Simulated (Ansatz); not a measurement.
**BaTiO₃ (R3m)**

The calculation used DFT PBE, scalar-relativistic, plane waves, PAW in Ansatz.

Plane waves to 420 eV, a k mesh through Γ of 6×6×6 on the computed 5-atom cell and Gaussian smearing (0.02 eV); no spin polarisation.

The structure is relaxed at this level of theory with its symmetry kept. Whether it is the stable form of this composition wasn't checked.

```
CELL_PARAMETERS angstrom
2.86307 1.65299 2.35630
-2.86307 1.65299 2.35630
0.00000 -3.30599 2.35630
ATOMIC_POSITIONS crystal
Ba 0.00495 0.00495 0.00495
Ti 0.51919 0.51919 0.51919
O 0.48839 0.48839 0.97777
O 0.48839 0.97777 0.48839
O 0.97777 0.48839 0.48839
```

| Item | Value |
| --- | --- |
| Space group | R3m (No. 160) |
| Volume per atom | 13.38 Å³ |
| Formation energy from the elements' standard states (uncorrected) | -3.104 eV/atom |
| Kohn–Sham band gap | 2.62 eV, indirect from T to (-0.089, 0.021, 0.021) (the valley at (0.071, 0.000, 0.000) lies within 0.03 eV, so the order isn't resolved) |
| Löwdin character of the top 1 eV of the valence band | O 2p 93 % |
| Löwdin character of the lowest 1 eV of the conduction band | Ti 3d 81 %, O 2p 15 % |
| Electron masses at the edge by Cartesian direction of the standard setting (m_e; degenerate bands sorted by energy; no spin-orbit coupling) | x: 2.0; y: 2.2; z: 1.2 |
| Hole masses at the edge by Cartesian direction of the standard setting (m_e; degenerate bands sorted by energy; no spin-orbit coupling) | x: 1.3; y: 1.3; z: 2.5 |
| Bulk modulus | 95 GPa |
| Its pressure derivative | 7.5 |
| Electronic dielectric constant xx, yy, zz of the standard setting (independent particles) | 6.1, 6.1, 5.5 |
| Bader charges (e) | Ba (1 in the cell) 1.54, Ti (1 in the cell) 2.18, O (3 in the cell) -1.24 |

Spin-orbit coupling is left out, which matters for the bands of heavy elements.

A ferromagnetic start lost its moments in a first run, so spin was left out; other magnetic orders weren't tried.